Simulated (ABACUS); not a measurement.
Runs of ABACUS 3.10.1 on W. It takes space group Im-3m (No. 229, cubic). The conventional cell has a = 3.165 Å, b = 3.165 Å, c = 3.165 Å, α = 90.00°, β = 90.00°, γ = 90.00°. W (site symmetry m-3m) has 8 W at 2.74 Å as nearest neighbours. 

```tsv
task	level	potentials or basis	cell	k mesh	cutoff (eV)	symmetry key	max steps of the relaxation	force threshold	optimiser	stress threshold	gap on the mesh (eV)	pressure (GPa)
single point	r2SCAN	SG15 ONCV 1.2 PBE, plane waves	as given	8 × 8 × 8	1170	1	-	-	-	-	none	-10.7
relaxation of cell and atoms	SOGGA	SSSP 1.3 efficiency PBE, plane waves	relaxed	10 × 10 × 10	748	1	60	0.02 eV/Å	cg	0.5 kbar	none	0.0
single point	SOGGA	SSSP 1.3 efficiency PBE, plane waves	as given	10 × 10 × 10	748	1	-	-	-	-	none	(a)
single point	OLYP	SG15 ONCV 1.2 PBE, plane waves	as given	10 × 10 × 10	1007	1	-	-	-	-	none	9.5
```

Alike in all rows: no spin polarisation; smearing fermi-dirac 0.05 eV.

Task: Estimate the missing entries.

Result: (a) -4.2.

Caveats: the potentials were made for another functional, which shifts forces and pressure.

A k mesh can miss the band edges, and the runs leave out spin-orbit coupling on W.

A gap of «none» marks a metal or a gap under the smearing width.

The runs don't all hold the same shells in valence.

Runs at the PBE level aren't shown here.
